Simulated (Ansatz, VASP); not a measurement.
LiH in VASP and in Ansatz

File POSCAR:

```
LiH
1.0
    0.0000000000      2.0367500000      2.0367500000
    2.0367500000      0.0000000000      2.0367500000
    2.0367500000      2.0367500000      0.0000000000
Li H
1 1
Direct
    0.0000000000      0.0000000000      0.0000000000
    0.5000000000      0.5000000000      0.5000000000
```

The input INCAR.step1:

```
ALGO     = Normal         # electronic algorithm
EDIFF    = 1E-5           # SCF threshold, eV
ENCUT    = 520            # plane-wave cutoff, eV
GGA      = PE             # functional
ISIF     = 2              # what is computed and relaxed
ISMEAR   = -1             # smearing method
LASPH    = True           # aspherical terms in the spheres
LREAL    = False          # projectors in reciprocal space
LWAVE    = True           # write WAVECAR
NBANDS   = 9              # bands
NELM     = 100            # most SCF steps
PREC     = Accurate       # precision mode
SIGMA    = 0.05           # smearing width, eV
```

Contents of INCAR.step2:

```
ALGO     = Normal         # electronic algorithm
EDIFF    = 1E-7           # SCF threshold, eV
ENCUT    = 520            # plane-wave cutoff, eV
GGA      = PE             # functional
HFSCREEN = 0.2079         # screening, 1/A
ISIF     = 2              # what is computed and relaxed
ISMEAR   = -1             # smearing method
ISTART   = 1            
LASPH    = True           # aspherical terms in the spheres
LCHARG   = True           # write CHGCAR
LELF     = True           # ELF
LHFCALC  = True           # exact exchange
LREAL    = False          # projectors in reciprocal space
LVHAR    = True         
LWAVE    = False          # write WAVECAR
NBANDS   = 9              # bands
NELM     = 100            # most SCF steps
PREC     = Accurate       # precision mode
PRECFOCK = Normal       
SIGMA    = 0.05           # smearing width, eV
```

File KPOINTS:

```
k-points
0
Gamma
  6 6 6
```

Contents of input.yaml:

```yaml
crystal:
  lattice:
    - [0.0, 2.03675, 2.03675]
    - [2.03675, 0.0, 2.03675]
    - [2.03675, 2.03675, 0.0]
  atoms:
    - { symbol: Li, position: [0.0, 0.0, 0.0] }
    - { symbol: H, position: [0.5, 0.5, 0.5] }
hamiltonian:
  xc: hse06
  pseudopotentials: { kind: paw }
kpoints:
  mp_grid: { grid: [6, 6, 6] }
scf:
  occupations: { method: fermi_dirac, width: 0.05 }
  n_extra_bands: 6
output:
  forces: true
  stress: true
  eigenvalues: true
  dos: { projected: true, de: 0.05 }
  write_density: true
  write_potential: true
  elf: true
  volumetric_format: npy
```

Alike in both runs: functional HSE06; k mesh 6 × 6 × 6; occupations fermi-dirac, width 0.05 eV; no spin polarisation.

|  | VASP | Ansatz |
| --- | --- | --- |
| version | VASP 6.6.1 | Ansatz 0.2.0 |
| potentials or method | VASP PAW PBE potentials, release 64 (Li_sv, H) | Ansatz PAW |
| plane-wave cutoff (eV) | 520 | 420 |
| valence electrons in the cell | 4 | 4 |
| task | single point | projected density of states |

|  | VASP | Ansatz | Ansatz less VASP |
| --- | --- | --- | --- |
| gap on the k mesh at the Fermi level (eV) | 4.00 | 4.00 | +0.003 |
| least direct gap on the mesh (eV) | 4.00 | 4.00 | +0.003 |

Caveats: the k mesh is coarse (spacing up to 0.45 Å⁻¹), so the values aren't converged, least of all with exact exchange; the density of states is complete only up to the lowest level of the last band computed (Ansatz). A k mesh can miss the band edges.
